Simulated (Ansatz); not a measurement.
This cell of ZnTe (zinc blende) is off equilibrium:

```xyz
4
Lattice="0.0000 6.1791 6.1791 3.0895 0.0000 3.0895 3.0895 3.0895 0.0000" Properties=species:S:1:pos:R:3 pbc="T T T"
Te     4.6725     4.6725     4.6343
Te     4.6343     7.7239     7.7239
Zn     0.0000     0.0000     0.0000
Zn     0.0000     3.0895     3.0895
```

Computed with PBE (plane waves to 420 eV, PAW, scalar-relativistic; Ansatz, a program for electronic structure). k mesh 4×8×8 (Γ-centred), Fermi-Dirac smearing 0.05 eV. E stands for the smeared free energy. Compression counts positive. Spin-orbit coupling is left out, though Te is heavy. ZnTe was relaxed with its symmetry unable to fall.

Problem. Predict the force on every atom, in eV/Å.

Solution. 
| atom | Fx | Fy | Fz |
|---|---|---|---|
| Te1 | -0.192 | -0.191 | -0.022 |
| Te2 | 0.019 | 0.019 | 0.000 |
| Zn3 | 0.005 | 0.006 | 0.001 |
| Zn4 | 0.167 | 0.166 | 0.020 |

Problem. In it atom 1 sits (0.038, 0.038, 0.000) Å away from its relaxed site. What is its energy relative to the relaxed cell?

Solution. 7.3 meV/cell.

(A displaced cell: forces are minus the slopes of the energy, force constants its curvatures, and phonons follow from these.)
